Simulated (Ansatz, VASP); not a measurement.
# Two plane-wave programs on BN

```
B N
1.0
     0.00000    1.83029    1.83029
     1.83029    0.00000    1.83029
     1.83029    1.83029    0.00000
B N
1 1
Direct
  0.00000 0.00000 0.00000
  0.75000 0.75000 0.75000
```

Alike in both runs: task single point; functional PBE; k mesh 12 × 12 × 12; occupations gaussian, width 0.02 eV; no spin polarisation.

```csv
,VASP,Ansatz
version,VASP 6.6.1,Ansatz 0.2.0
potentials or method,"VASP PAW PBE potentials, release 64 (B, N)","scalar-relativistic, plane waves, PAW"
plane-wave cutoff (eV),520,420
valence electrons in the cell,8,8
```

Ansatz gave:

- gap on the k mesh at the Fermi level (eV): 4.43
- least direct gap on the mesh (eV): 8.65
- pressure (GPa): -10.4

Which values does VASP return?

gap on the k mesh at the Fermi level (eV): 4.42; least direct gap on the mesh (eV): 8.64; pressure (GPa): -10.2.

A k mesh can miss the band edges. PBE gaps usually lie below the measured ones, often by a third to a half.
